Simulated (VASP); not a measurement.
A run of VASP 6.6.1 is set up as follows.

File POSCAR:

```
BN
1.0
    0.0000000000      1.7913651712      1.7913651712
    1.7913651712      0.0000000000      1.7913651712
    1.7913651712      1.7913651712      0.0000000000
  B               N
     1     1
Direct
     0.0000000000000000    0.0000000000000000    0.0000000000000000
     0.2500000000000000    0.2500000000000000    0.2500000000000000
```

Contents of INCAR.step1:

```
SYSTEM = BN
ALGO = Fast ; EDIFF = 1E-8
EDIFFG = -0.002 ; ENCUT = 600
GGA = CA ; IBRION = 2
ISIF = 3 ; ISMEAR = 0
LASPH = .TRUE. ; LCHARG = .FALSE.
LREAL = .FALSE. ; LWAVE = .FALSE.
NELM = 80 ; NSW = 40
PREC = Accurate ; SIGMA = 0.03
```

Contents of INCAR.step2:

```
SYSTEM = BN
ALGO = Fast ; EDIFF = 1E-8
ENCUT = 600 ; GGA = CA
IBRION = 6 ; ISIF = 3
ISMEAR = 0 ; LASPH = .TRUE.
LCHARG = .FALSE. ; LREAL = .FALSE.
LWAVE = .FALSE. ; NELM = 80
NFREE = 2 ; NSW = 1
POTIM = 0.015 ; PREC = Accurate
SIGMA = 0.03
```

The input KPOINTS:

```
k-points
0
G
  14 14 14
  0 0 0
```

Potentials or basis: VASP PAW LDA potentials, release 64 (B, N).

Launch:

```sh
$ cat potpaw_LDA.64/B/POTCAR potpaw_LDA.64/N/POTCAR > POTCAR
$ cp INCAR.step1 INCAR
$ mpirun -np 1 vasp_std > vasp.out
$ cp CONTCAR POSCAR
$ cp INCAR.step2 INCAR
$ mpirun -np 1 vasp_std > vasp.out
```

Q: What does it give for the elastic constants C11, C12, C44?

A: 821, 192, 475 GPa.

Q: What does it give for the Voigt bulk modulus?

A: 402 GPa.

Q: What does it give for the highest phonon frequency at Γ, LO-TO splitting left out?

A: 1068 cm⁻¹.

Phonon frequencies in cm⁻¹ (negative: imaginary):
```csv
q point,frequencies
"(0.000, 0.000, 0.000)",0 0 0 1068 1068 1068
```
